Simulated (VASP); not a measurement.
# VASP 6.6.1 run: LiF

INCAR

```
SIGMA = 0.02
PREC = Accurate
ENCUT = 520
LWAVE = .FALSE.
LASPH = .TRUE.
ISIF = 2
NBANDS = 5
IBRION = -1
NELM = 79
EDIFF = 1E-7
NSW = 0
GGA = PE
LREAL = .FALSE.
LCHARG = .FALSE.
ISMEAR = -1
```

KPOINTS

```
KPOINTS created by Atomic Simulation Environment
0
Gamma
10 10 10
0 0 0
```

POSCAR

```
Li F
 1.0000000000000000
     2.5263234782000001    0.0000000000000000    0.0000000000000000
     0.0000000000000000    2.5263234782000001    0.0000000000000000
     0.0000000000000000    0.0000000000000000    2.5162584444000000
 Li  F
   1   1
Cartesian
  0.0000000000000000  0.0000000000000000  0.0000000000000000
  1.2631617390999998  1.2631617390999998  1.2581292221999998
```

The recommended PBE PAW datasets give the neutral cell 10 valence electrons.

Command

```
mpirun -np 1 vasp_std
```

OSZICAR

```
N       E                     dE             d eps       ncg     rms          rms(c)
DAV:   1     0.688088965783E+02    0.68809E+02   -0.54178E+03  1295   0.202E+03
DAV:   2    -0.716950128121E+01   -0.75978E+02   -0.75978E+02  1940   0.375E+02
DAV:   3    -0.952901411860E+01   -0.23595E+01   -0.23595E+01  1350   0.667E+01
DAV:   4    -0.958380535567E+01   -0.54791E-01   -0.54791E-01  1875   0.998E+00
DAV:   5    -0.958511029942E+01   -0.13049E-02   -0.13049E-02  1385   0.122E+00    0.448E+00
DAV:   6    -0.904096012360E+01    0.54415E+00   -0.28528E+00  1260   0.229E+01    0.149E+00
DAV:   7    -0.904303340765E+01   -0.20733E-02   -0.17999E-01  1880   0.479E+00    0.840E-01
DAV:   8    -0.904163128092E+01    0.14021E-02   -0.16187E-02  1260   0.293E+00    0.163E-01
DAV:   9    -0.904151535591E+01    0.11593E-03   -0.57940E-03  1965   0.101E+00    0.636E-02
DAV:  10    -0.904156581187E+01   -0.50456E-04   -0.15104E-04  1260   0.275E-01    0.212E-02
DAV:  11    -0.904155373192E+01    0.12080E-04   -0.58280E-05  1260   0.110E-01    0.176E-03
DAV:  12    -0.904155392967E+01   -0.19775E-06   -0.36005E-06  1795   0.268E-02    0.538E-04
DAV:  13    -0.904155387404E+01    0.55635E-07   -0.62439E-08   630   0.479E-03
   1 F= -.90415539E+01 E0= -.90415539E+01  d E =-.194130E-11
```

From OUTCAR

```
k-points           NKPTS =    126   k-points in BZ     NKDIM =    126   number of bands    NBANDS=      5

   NELECT =      10.0000    total number of electrons

   dimension x,y,z NGX =    20 NGY =   20 NGZ =   20
   dimension x,y,z NGXF=    40 NGYF=   40 NGZF=   40

  energy-cutoff  :      520.00
  volume of cell :       16.06
      direct lattice vectors                 reciprocal lattice vectors
     2.526323478  0.000000000  0.000000000     0.395832129  0.000000000  0.000000000
     0.000000000  2.526323478  0.000000000     0.000000000  0.395832129  0.000000000
     0.000000000  0.000000000  2.516258444     0.000000000  0.000000000  0.397415457

 k-points in reciprocal lattice and weights: KPOINTS created by Atomic Simulation Env
   0.00000000  0.00000000  0.00000000       0.001
   0.10000000  0.00000000  0.00000000       0.004
   0.20000000  0.00000000  0.00000000       0.004
   0.30000000  0.00000000  0.00000000       0.004
   0.40000000  0.00000000  0.00000000       0.004
   0.50000000  0.00000000  0.00000000       0.002
   0.10000000  0.10000000  0.00000000       0.004
   0.20000000  0.10000000  0.00000000       0.008
   ...

 E-fermi :   0.8305

 k-point     1 :       0.0000    0.0000    0.0000
  band No.  band energies     occupation
      1     -42.4248      2.00000
      2     -20.5899      2.00000
      3      -0.3401      2.00000
      4      -0.3401      2.00000
      5      -0.2950      2.00000

 k-point     2 :       0.1000    0.0000    0.0000
  band No.  band energies     occupation
      1     -42.4197      2.00000
      2     -20.5460      2.00000
      3      -0.7093      2.00000
      4      -0.3018      2.00000
      5      -0.2573      2.00000

 k-point     3 :       0.2000    0.0000    0.0000
  band No.  band energies     occupation
      1     -42.4061      2.00000
      2     -20.4277      2.00000
      3      -1.5812      2.00000
      4      -0.1999      2.00000
      5      -0.1569      2.00000

 k-point     4 :       0.3000    0.0000    0.0000
  band No.  band energies     occupation
      1     -42.3892      2.00000
      2     -20.2756      2.00000
      3      -2.5291      2.00000
      4      -0.0708      2.00000
      5      -0.0298      2.00000

 k-point     5 :       0.4000    0.0000    0.0000
  band No.  band energies     occupation
      1     -42.3757      2.00000
      2     -20.1474      2.00000
      3      -3.2256      2.00000
      4       0.0363      2.00000
      5       0.0756      2.00000

 k-point     6 :       0.5000    0.0000    0.0000
  band No.  band energies     occupation
      1     -42.3704      2.00000
      2     -20.0964      2.00000
      3      -3.4788      2.00000
      4       0.0778      2.00000
      5       0.1165      2.00000

 k-point     7 :       0.1000    0.1000    0.0000
  band No.  band energies     occupation
      1     -42.4146      2.00000
      2     -20.5012      2.00000
      3      -0.7024      2.00000
      4      -0.6388      2.00000
      5      -0.2204      2.00000

 k-point     8 :       0.2000    0.1000    0.0000
  band No.  band energies     occupation
      1     -42.4012      2.00000
      2     -20.3811      2.00000
      3      -1.5441      2.00000
      4      -0.5661      2.00000
      5      -0.1226      2.00000

 ...

  Total        0.2350147      0.2350147      0.3575503      0.0000000      0.0000000      0.0000000
  in kB       23.4461967     23.4461967     35.6709402      0.0000000      0.0000000      0.0000000
  external PRESSURE =      27.5211112 kB  Pullay stress =       0.0000000 kB

 POSITION                                       TOTAL-FORCE (eV/Angst)
 -----------------------------------------------------------------------------------
      0.00000      0.00000      0.00000         0.000000      0.000000      0.000000
      1.26316      1.26316      1.25813         0.000000      0.000000      0.000000
 -----------------------------------------------------------------------------------
    total drift:                                0.000000      0.000000      0.000000

  FREE ENERGIE OF THE ION-ELECTRON SYSTEM (eV)
  ---------------------------------------------------
  free  energy   TOTEN  =        -9.0415538740 eV

  energy  without entropy=       -9.0415538740  energy(sigma->0) =       -9.04155387
```

It converged. Results: pressure 2.8 GPa.

One setting is odd (too few bands), but here it hardly changes the result.

On sound settings PBE gives a gap of 7.86 eV on its mesh and a pressure of 2.7 GPa for the intended cell. This run's energy (σ→0) differs from it by 0 meV an atom.

The run took about 6.6 s on one core of a shared host (Intel Xeon Platinum 8488C) and held 0.13 GiB at most.
